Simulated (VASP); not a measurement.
Crystal: AlN.

```
Al N
1.0
     0.00000    2.03452    2.03452
     2.03452    0.00000    2.03452
     2.03452    2.03452    0.00000
Al N
1 1
Direct
  0.50000 0.50000 0.50000
  0.00000 0.00000 0.00000
```

Measurements of this composition are mostly on another form, of space group No. 186.

| Quantity | Value |
| --- | --- |
| Program | VASP 6.6.1 |
| Task | relaxation of cell and atoms |
| Functional | PBEsol |
| Potentials or basis | VASP PAW PBE potentials, release 64 (Al, N) |
| Cutoff | 600 eV |
| k mesh | 4 × 4 × 4 |
| Occupations | gaussian, width 0.02 eV |
| Spin | no spin polarisation |

At the start: pressure -4.7 GPa; volume 8.42 Å³/atom.

Task: Where does the relaxation end?

Result: Over 3 steps the energy falls by 2.2 meV/atom and the volume is 8.27 Å³/atom (-1.8 %); space group Fm-3m (No. 225, to 0.05 Å).

Step by step:
```csv
step,energy change (eV),largest force (eV/Å),pressure (GPa),volume (Å³)
1,0.0000,0.0000,-4.66,16.84
2,-0.0003,0.0000,4.80,16.25
3,-0.0045,0.0000,-0.01,16.54
```

Final structure:
```cif
data_structure
_symmetry_space_group_name_H-M 'P 1'
_symmetry_Int_Tables_number 1
_cell_length_a 2.8598
_cell_length_b 2.8598
_cell_length_c 2.8598
_cell_angle_alpha 60.000
_cell_angle_beta 60.000
_cell_angle_gamma 60.000
_cell_volume 16.54
loop_
_atom_site_label
_atom_site_type_symbol
_atom_site_fract_x
_atom_site_fract_y
_atom_site_fract_z
_atom_site_occupancy
Al1 Al 0.50000 0.50000 0.50000 1
N1 N 0.00000 0.00000 0.00000 1
```

Caveat: the k mesh is coarse (spacing up to 0.67 Å⁻¹), so the values aren't converged; the PAW data sets were made with another functional, which shifts forces and pressure a little.
